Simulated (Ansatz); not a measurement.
ScAl:

```
Sc Al
1.0
     3.37035    0.00000    0.00000
     0.00000    3.37035    0.00000
     0.00000    0.00000    3.37035
Sc Al
1 1
Direct
  0.50000 0.50000 0.50000
  0.00000 0.00000 0.00000
```

The cell comes from a database or a generator and needn't be the stable form of this composition.

```yaml
Program: Ansatz 0.2.0
Task: relaxation of cell and atoms
Functional: PBEsol
Potentials_or_basis: Ansatz PAW
Cutoff: "420 eV (not typed: the program's choice for these potentials)"
k_mesh: 8 × 8 × 8
Occupations: fermi-dirac, width 0.05 eV
Spin: no spin polarisation
```

At the start: volume 19.14 Å³/atom.

Question: Where does the relaxation end?

Answer: It ends after 6 steps and the volume is 18.71 Å³/atom (-2.2 %); space group Pm-3m (No. 221, to 0.05 Å).

The path:
```tsv
step	energy change (eV)	largest force (eV/Å)	volume (Å³)
1	0.0000	0.0000	38.28
2	-0.0026	0.0000	36.83
3	-0.0050	0.0000	37.45
4	-0.0049	0.0000	37.45
5	-0.0049	0.0000	37.43
6	-0.0049	0.0000	37.43
```

Final structure:
```yaml
crystal:
  lattice:
    - [3.34495, 0.00000, 0.00000]
    - [0.00000, 3.34495, 0.00000]
    - [0.00000, 0.00000, 3.34495]
  atoms:
    - { symbol: Sc, position: [0.50000, 0.50000, 0.50000] }
    - { symbol: Al, position: [0.00000, 0.00000, 0.00000] }
```

Caveat: the plane-wave basis is chosen anew once the cell has moved, so the energies of steps on either side of that aren't comparable; the PAW data sets come from PBE, with cores solved anew for the run's functional, which leaves a small shift of forces and pressure.
